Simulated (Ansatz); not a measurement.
# HfO2 (P4_2/nmc) in Ansatz: further runs

Aim: see how the results for HfO2 move with the level of theory and the settings. Levels: RPBE+D3(BJ), RPBE+D4, revPBE. Tasks: relaxation of cell and atoms.

Everything below comes from runs of Ansatz 0.2.0. Logs are shortened: lines on timing, memory, paths and dates and some standing lists are left out, and cuts for length are marked.

**1. The crystal as given**

It takes space group P4_2/nmc (No. 137, tetragonal). The conventional cell has a = 3.558 Å, b = 3.558 Å, c = 5.172 Å, α = 90.00°, β = 90.00°, γ = 90.00°. Hf (site symmetry -4m2) has 4 O at 2.05 Å as nearest neighbours. O (site symmetry 2mm) has 2 Hf at 2.05 Å as nearest neighbours.

Measurements of this composition are mostly on another form, of space group No. 14.

**2. Relaxation of cell and atoms, RPBE+D3(BJ)**

Input file input.yaml:

```yaml
crystal:
  lattice:
    - [3.55801933, 0.0, 0.0]
    - [0.0, 3.55801933, 0.0]
    - [0.0, 0.0, 5.17186121]
  atoms:
    - { symbol: Hf, position: [0.0, 0.0, 0.0] }
    - { symbol: Hf, position: [0.5, 0.5, 0.5] }
    - { symbol: O, position: [0.0, 0.5, 0.19720788] }
    - { symbol: O, position: [0.5, 0.0, 0.30279212] }
    - { symbol: O, position: [0.5, 0.0, 0.80279212] }
    - { symbol: O, position: [0.0, 0.5, 0.69720788] }
hamiltonian:
  xc: rpbe
  pseudopotentials: { kind: paw }
  dispersion: d3bj
kpoints:
  mp_grid: { grid: [8, 8, 5] }
scf:
  occupations: { method: fermi_dirac, width: 0.05 }
output:
  forces: true
  stress: true
relax:
  f_tol: 0.01
  max_steps: 40
  cell: { stress_tol: 0.05 }
```

Potentials or basis: Ansatz PAW.

Launch:

```console
$ ansatz run input.yaml --threads 2 --pin off --max-ram 5632MiB --backend cpu --events-out ev --progress --plain --runs-dir out
```

Log:

```text
Warning: RAYON_NUM_THREADS=2 ignored (pool sized by the plan → 2); use --threads N
Engine: ansatz 0.2.0, x86_64-unknown-linux-gnu
Pseudopotentials: kind: paw
Pseudopotential: Hf, paw, valence charge 26, recommended cutoff 420 eV (normal), Hf.paw.azcp
Pseudopotential: O, paw, valence charge 6, recommended cutoff 420 eV (normal), O.paw.azcp
Functional definition: RPBE
  parameter kappa = 0.804
  parameter beta = 0.06672455060314922
  exchange = rpbe_x(kappa = kappa, mu = beta*pi^2/3)
  correlation = pbe_c(beta = beta)
Crystal: 6 atoms, lattice volume = 65.473 Å³
Basis set: ecut = 420 eV, 1277 PW (Γ), exchange–correlation on 48×48×72 points (8 copies of the dense FFT grid, shifted against one another)
Bands: 46, of which v1, the nominal top of the filled ones, is band 38 counted from 1 (37 counted from 0)
Symmetry: 16 space group operations
Space group: P42/nmc (ITA 137), of the structure as read, at distance tolerance 4.0e-5 Å
k-points: 45 of 320
Non-local potential: Hf, projectors of the file, l = 0: 3, l = 1: 2, l = 2: 2, l = 3: 3
Non-local potential: O, projectors of the file, l = 0: 2, l = 1: 2, l = 2: 1
PAW form: soft (Blöchl's): semilocal exchange-correlation on the pseudo side does not see the compensation charge
PAW frozen core: Hf, regenerated for the run's functional, and the local potential with it (the file was generated under x = pbe(κ = 0.804, μ = 0.2195149727645171), c = pbe(β = 0.06672455060314922))
PAW frozen core: O, regenerated for the run's functional, and the local potential with it (the file was generated under x = pbe(κ = 0.804, μ = 0.2195149727645171), c = pbe(β = 0.06672455060314922))
PAW one-centre angular grid: Hf, 590 points (default); XC on 64 Gauss nodes
PAW one-centre angular grid: O, 110 points (default); XC on 64 Gauss nodes
Initial density: superposition of atomic densities (neutral atoms: chi_scale 0, normalization atom), corrected by the library's trained network
Initial wavefunctions: pseudopotential atomic-orbital guess
Functional: x = rpbe, c = pbe(β = 0.06672455060314922)
SCF iter   1: F=—  HF=-33762.142107 eV  |F-HF|=—  |Δ(HF+E_count)|=         —  Δρ=4.77e-3  dr2=1.03e-2  ethr=1.77e-3  ⟨swp⟩=5.9  Hψ=6722  notcnv=0
preconditioner: auto → Resta (q_TF=auto, 2.797 Å⁻¹)  ε∞=5.4  [insulator: Δε(μ)=4.895 eV  Ē_g=18.465 eV  σ=0.050 eV  W_gap=1.00  n_scr=28 (ndim 8)  ℏωp=38.9 eV  f_vac=0.056  D(μ)=0.00/eV (n_scr^D=0)  ε∞_Penn≈5.4]
SCF iter   2: F=—  HF=-33762.142105 eV  |F-HF|=—  |Δ(HF+E_count)|=   1.53e-6  Δρ=2.48e-3  dr2=2.06e-3  ethr=1.35e-5  ⟨swp⟩=2.1  Hψ=3733  notcnv=0  defer=1
SCF iter   3: F=—  HF=-33762.142732 eV  |F-HF|=—  |Δ(HF+E_count)|=   6.26e-4  Δρ=9.39e-4  dr2=6.18e-4  ethr=2.71e-6  ⟨swp⟩=1.1  Hψ=1917  notcnv=0  defer=1
SCF iter   4: F=—  HF=-33762.142925 eV  |F-HF|=—  |Δ(HF+E_count)|=   1.93e-4  Δρ=2.77e-4  dr2=4.82e-5  ethr=8.13e-7  ⟨swp⟩=2.0  Hψ=3259  notcnv=0  defer=1
SCF iter   5: F=—  HF=-33762.142730 eV  |F-HF|=—  |Δ(HF+E_count)|=   1.94e-4  Δρ=1.10e-4  dr2=7.66e-6  ethr=6.34e-8  ⟨swp⟩=2.0  Hψ=3619  notcnv=0  defer=1
SCF iter   6: F=—  HF=-33762.142732 eV  |F-HF|=—  |Δ(HF+E_count)|=   2.04e-6  Δρ=4.28e-5  dr2=1.15e-6  ethr=1.01e-8  ⟨swp⟩=2.0  Hψ=3621  notcnv=0  defer=1
SCF iter   7: F=—  HF=-33762.142735 eV  |F-HF|=—  |Δ(HF+E_count)|=   2.93e-6  Δρ=1.70e-5  dr2=1.30e-7  ethr=1.51e-9  ⟨swp⟩=2.0  Hψ=3260  notcnv=0  defer=1
SCF iter   8: F=-33762.142736 eV  HF=-33762.142736 eV  |F-HF|=4.80e-8  |Δ(HF+E_count)|=   5.95e-7  Δρ=5.12e-6  dr2=1.39e-8  ethr=1.32e-10  ⟨swp⟩=4.7  Hψ=7554  notcnv=0
SCF 1 converged in 8 iterations: F = -33762.142736 eV  dr2 = 1.39e-8
relax step   1: F+E_penalty+E_count = -33762.14273595 eV  Δ(F+E_penalty+E_count) = +0.000e0 eV  max|allowed force component| = 2.043e-1 eV/Å  Δτ_max = 0.0000 Å  P = -7.626 GPa  Ω = 65.473 Å³  (8 SCF iters, dr2 threshold 1.00e-7 eV, accepted)
Crystal: 6 atoms, lattice volume = 62.659 Å³
Basis set: ecut = 420 eV, 1245 PW (Γ), exchange–correlation on 48×48×72 points (8 copies of the dense FFT grid, shifted against one another)
Initial density: handed on by an earlier stage of this run
Initial wavefunctions: those handed on with the density
iter 1 solved again at ethr=3.12e-5 eV; its pass at ethr=3.10e-3 eV (dr2=2.37e-2 eV) is discarded
SCF iter   1: F=—  HF=-33762.237621 eV  |F-HF|=—  |Δ(HF+E_count)|=         —  Δρ=7.34e-3  dr2=2.38e-2  ethr=3.12e-5  ⟨swp⟩=1.2  Hψ=9483  notcnv=0
[... 62 lines left out ...]
SCF iter   7: F=—  HF=-33762.256465 eV  |F-HF|=—  |Δ(HF+E_count)|=  4.29e-10  Δρ=3.06e-7  dr2=9.14e-11  ethr=1.00e-12  ⟨swp⟩=5.2  Hψ=8421  notcnv=0
SCF iter   8: F=-33762.256465 eV  HF=-33762.256465 eV  |F-HF|=7.28e-12  |Δ(HF+E_count)|=  1.53e-10  Δρ=1.21e-7  dr2=8.76e-12  ethr=1.00e-12  ⟨swp⟩=4.5  Hψ=7635  notcnv=0
SCF 7 converged in 8 iterations: F = -33762.256465 eV  dr2 = 8.76e-12
relax step   7: F+E_penalty+E_count = -33762.25646450 eV  Δ(F+E_penalty+E_count) = +1.019e-2 eV  max|allowed force component| = 1.202e-3 eV/Å  Δτ_max = 0.0000 Å  P = -0.278 GPa  Ω = 62.599 Å³  stress off target by 3.43e-1 GPa  SCF on the basis re-selected at this cell (its energy is not comparable with the rows above)  (8 SCF iters)
basis re-selected at this cell: Δ(F+E_penalty+E_count) = +1.019e-2 eV, ΔP = -0.274 GPa vs the last step (what re-selecting the basis moved, of the pressure what is left beyond the Pulay correction that the steps carried, after the strain that the cell walked since its last selection, with what the two solves' SCF thresholds leave and, on support functions, any second-order correction that the steps lacked; it is no measure of the basis error at this ecutwfc). This SCF's stress stands 3.43e-1 GPa from its target on what of the cell is left free (relax.cell.stress_tol is 5.00e-2 GPa) and its largest allowed force component is 1.20e-3 eV/Å (relax.f_tol is 1.00e-2 eV/Å): not within both, so this SCF does not close the relaxation
Crystal: 6 atoms, lattice volume = 62.529 Å³
iter 1 solved again at ethr=3.55e-8 eV; its pass at ethr=3.10e-3 eV (dr2=2.70e-5 eV) is discarded
SCF iter   1: F=—  HF=-33762.256999 eV  |F-HF|=—  |Δ(HF+E_count)|=         —  Δρ=2.30e-4  dr2=2.19e-5  ethr=3.55e-8  ⟨swp⟩=2.1  Hψ=8941  notcnv=0
preconditioner: auto → Resta (q_TF=auto, 2.818 Å⁻¹)  ε∞=5.6  [insulator: Δε(μ)=4.600 eV  Ē_g=18.608 eV  σ=0.050 eV  W_gap=1.00  n_scr=28 (ndim 8)  ℏωp=39.8 eV  f_vac=0.062  D(μ)=0.00/eV (n_scr^D=0)  ε∞_Penn≈5.6]
SCF iter   2: F=—  HF=-33762.256861 eV  |F-HF|=—  |Δ(HF+E_count)|=   1.38e-4  Δρ=1.07e-4  dr2=5.47e-6  ethr=2.89e-8  ⟨swp⟩=2.0  Hψ=2914  notcnv=0
SCF iter   3: F=—  HF=-33762.256862 eV  |F-HF|=—  |Δ(HF+E_count)|=   2.49e-7  Δρ=4.89e-5  dr2=1.48e-6  ethr=7.20e-9  ⟨swp⟩=1.1  Hψ=2075  notcnv=0
SCF iter   4: F=-33762.256862 eV  HF=-33762.256862 eV  |F-HF|=9.59e-8  |Δ(HF+E_count)|=   2.33e-7  Δρ=1.03e-5  dr2=7.07e-8  ethr=3.88e-10  ⟨swp⟩=3.7  Hψ=8749  notcnv=0
SCF 8 converged in 4 iterations: F = -33762.256862 eV  dr2 = 7.07e-8
relax step   8: F+E_penalty+E_count = -33762.25686199 eV  Δ(F+E_penalty+E_count) = -3.975e-4 eV  max|allowed force component| = 4.868e-5 eV/Å  Δτ_max = 0.0011 Å  P = +0.003 GPa  Ω = 62.529 Å³  energy of the carried Pulay correction = +3.350e-4 eV  (4 SCF iters, dr2 threshold 2.95e-7 eV, accepted)
iter 1 solved again at ethr=2.67e-8 eV; its pass at ethr=3.10e-3 eV (dr2=2.03e-5 eV) is discarded
SCF iter   1: F=—  HF=-33762.256633 eV  |F-HF|=—  |Δ(HF+E_count)|=         —  Δρ=1.82e-5  dr2=9.21e-8  ethr=2.67e-8  ⟨swp⟩=4.0  Hψ=12861  notcnv=0
preconditioner: auto → Resta (q_TF=auto, 2.818 Å⁻¹)  ε∞=5.6  [insulator: Δε(μ)=4.599 eV  Ē_g=18.608 eV  σ=0.050 eV  W_gap=1.00  n_scr=28 (ndim 8)  ℏωp=39.8 eV  f_vac=0.062  D(μ)=0.00/eV (n_scr^D=0)  ε∞_Penn≈5.6]
SCF iter   2: F=—  HF=-33762.256498 eV  |F-HF|=—  |Δ(HF+E_count)|=   1.35e-4  Δρ=1.07e-5  dr2=5.38e-8  ethr=1.21e-10  ⟨swp⟩=2.6  Hψ=4058  notcnv=0
SCF iter   3: F=—  HF=-33762.256498 eV  |F-HF|=—  |Δ(HF+E_count)|=   4.67e-8  Δρ=6.30e-6  dr2=2.40e-8  ethr=7.08e-11  ⟨swp⟩=2.0  Hψ=3018  notcnv=0
SCF iter   4: F=—  HF=-33762.256498 eV  |F-HF|=—  |Δ(HF+E_count)|=   4.89e-8  Δρ=1.84e-6  dr2=1.78e-9  ethr=3.16e-11  ⟨swp⟩=2.0  Hψ=3423  notcnv=0
SCF iter   5: F=—  HF=-33762.256498 eV  |F-HF|=—  |Δ(HF+E_count)|=   3.68e-9  Δρ=9.14e-7  dr2=5.96e-10  ethr=2.35e-12  ⟨swp⟩=2.0  Hψ=3777  notcnv=0
SCF iter   6: F=—  HF=-33762.256498 eV  |F-HF|=—  |Δ(HF+E_count)|=  9.75e-10  Δρ=4.75e-7  dr2=9.22e-11  ethr=1.00e-12  ⟨swp⟩=2.0  Hψ=3420  notcnv=0
SCF iter   7: F=-33762.256498 eV  HF=-33762.256498 eV  |F-HF|=1.46e-11  |Δ(HF+E_count)|=    0.00e0  Δρ=9.22e-8  dr2=1.93e-12  ethr=1.00e-12  ⟨swp⟩=4.5  Hψ=7545  notcnv=0
SCF 9 converged in 7 iterations: F = -33762.256498 eV  dr2 = 1.93e-12
relax step   9: F+E_penalty+E_count = -33762.25649765 eV  Δ(F+E_penalty+E_count) = +3.643e-4 eV  max|allowed force component| = 7.516e-6 eV/Å  Δτ_max = 0.0000 Å  P = -0.003 GPa  Ω = 62.529 Å³  stress off target by 3.44e-3 GPa  SCF on the basis re-selected at this cell (its energy is not comparable with the rows above)  (7 SCF iters)
basis re-selected at this cell: Δ(F+E_penalty+E_count) = +3.643e-4 eV, ΔP = -0.006 GPa vs the last step (what re-selecting the basis moved, of the pressure what is left beyond the Pulay correction that the steps carried, after the strain that the cell walked since its last selection, with what the two solves' SCF thresholds leave and, on support functions, any second-order correction that the steps lacked; it is no measure of the basis error at this ecutwfc). This SCF's stress stands 3.44e-3 GPa from its target on what of the cell is left free (relax.cell.stress_tol is 5.00e-2 GPa) and its largest allowed force component is 7.52e-6 eV/Å (relax.f_tol is 1.00e-2 eV/Å): within both
SCF converged after 7 iterations
Free energy (F): -33762.256498 eV
Harris-Foulkes:  -33762.256498 eV  (|F-HF|=1.46e-11)
Internal energy: -33762.256498 eV  (E = F + TS)
E sigma→0 (E₀):  -33762.256498 eV
Fermi energy:    18.893979 eV
--- Per-component energies (eV) ---
  E_band       = 185.811134
  E_kinetic    = 1557.472783
  E_local      = -11265.678758  (includes V_loc(G=0)·N_el)
  E_nonlocal   = -2299.507932
  E_hartree    = 5199.401250
  E_xc         = -901.300156
  E_vxc        = -914.867102  (∫ρ·V_xc dr)
  E_paw        = -14517.935479  (= ΣΔE_a)
  E_vpaw       = 2709.579836  (= ΣTr[D̂ρ^β])
  E_aug_tail   = 0.009851  (compensation charges beyond the density's cutoff)
  E_ewald      = -11526.096518
  E_disp       = -8.165979  (pairwise vdW)
  E_core_change = -0.455559  (= ΣΔE_core)
  E_smearing   = -0.000000  (= −TS)
  E_closure    = -0.000000  (closes the sum)
  Σ components = -33762.256498   (vs F -33762.256498, Δ=0.00e0)
--- Forces (eV/Å), atoms counted from 1 ---
  atom   1  Hf     0.00000000     0.00000000     0.00000000
  atom   2  Hf     0.00000000     0.00000000    -0.00000000
  atom   3  O      0.00000000     0.00000000     0.00000752
  atom   4  O      0.00000000     0.00000000    -0.00000752
  atom   5  O      0.00000000     0.00000000    -0.00000752
  atom   6  O      0.00000000     0.00000000     0.00000752
  max |Σ_I F_I| component: 2.08e-17 eV/Å
--- Stress (GPa, compression-positive) ---
       -0.002679       0.000000       0.000000
        0.000000      -0.002679       0.000000
        0.000000       0.000000      -0.003437
  P = ⅓ Tr σ = -0.0029 GPa (-0.029 kbar)
--- Relaxed structure (7 steps of the walk, 7 accepted, 2 SCFs on fresh bases) ---
  F+E_penalty+E_count = -33762.25649765 eV   max|allowed force component| = 7.516e-6 eV/Å   (the final SCF, on the basis selected at the relaxed cell)
  cell:  # Å, volume = 62.5287 Å³
    - [3.52391490519377, -2.3908748018474948e-35, 0.0]
    - [-2.3908748018474948e-35, 3.52391490519377, 0.0]
    - [0.0, 0.0, 5.035334595953093]
  atoms:
    - { symbol: Hf, position: [-3.367221285889066e-35, 6.387324521898411e-38, 5.590261756646555e-20] }
    - { symbol: Hf, position: [0.5, 0.5, 0.5] }
    - { symbol: O, position: [2.732893885093638e-35, 0.5, 0.21564114669662834] }
    - { symbol: O, position: [0.5, -2.6974332213686153e-35, 0.2843588533033716] }
    - { symbol: O, position: [0.5, 1.431641703184134e-37, 0.7843588533033716] }
    - { symbol: O, position: [3.013055153778286e-36, 0.5, 0.7156411466966284] }
```

Run time: 20 s. Hardware: 2 threads of Intel Xeon Platinum 8488C (Sapphire Rapids), shared host; peak memory 0.5 GiB.

What came out:

```yaml
Free_energy: -33762.2565 eV
Relaxed_volume: 10.42 Å³/atom
Relaxed_cell: a = 3.524 Å, b = 3.524 Å, c = 5.035 Å, α = 90.00°, β = 90.00°, γ = 90.00°
Space_group_after_relaxing_to_0.05_Å: P4_2/nmc (No. 137)
Energy_gained_by_relaxing: 19.0 meV/atom
Ionic_steps: 9
Pressure_after_relaxing: 0.0 GPa
Band_gap_on_the_k_mesh: 4.60 eV
```

The path:
```csv
step,energy change (eV),largest force (eV/Å),volume (Å³)
1,0.0000,0.2043,65.47
2,-0.0910,0.2956,62.66
3,-0.1061,0.1687,62.71
4,-0.1212,0.0520,62.72
5,-0.1238,0.0127,62.60
6,-0.1239,0.0003,62.60
7,-0.1137,0.0012,62.60
8,-0.1141,0.0000,62.53
9,-0.1138,0.0000,62.53
```

Final structure:
```xyz
6
Lattice="3.5239 0.0000 0.0000 0.0000 3.5239 0.0000 0.0000 0.0000 5.0353" Properties=species:S:1:pos:R:3 pbc="T T T"
Hf    0.0000    0.0000    0.0000
Hf    1.7620    1.7620    2.5177
O     0.0000    1.7620    1.0858
O     1.7620    0.0000    1.4318
O     1.7620    0.0000    3.9495
O     0.0000    1.7620    3.6035
```

Caveat: odd divisions of the mesh miss points on the zone boundary, where band edges often lie, so the gap on the mesh can be too wide; the plane-wave basis is chosen anew once the cell has moved, so the energies of steps on either side of that aren't comparable; the pressure holds a Pulay correction of +0.8 GPa for the finite cutoff; spin-orbit coupling is left out, which moves the levels of the heavy elements; the PAW data sets come from PBE, with cores solved anew for the run's functional, which leaves a small shift of forces and pressure. Expect the measured gap to be larger: semilocal functionals such as RPBE lack the derivative discontinuity.

(Part 1 of 2 ends here.)
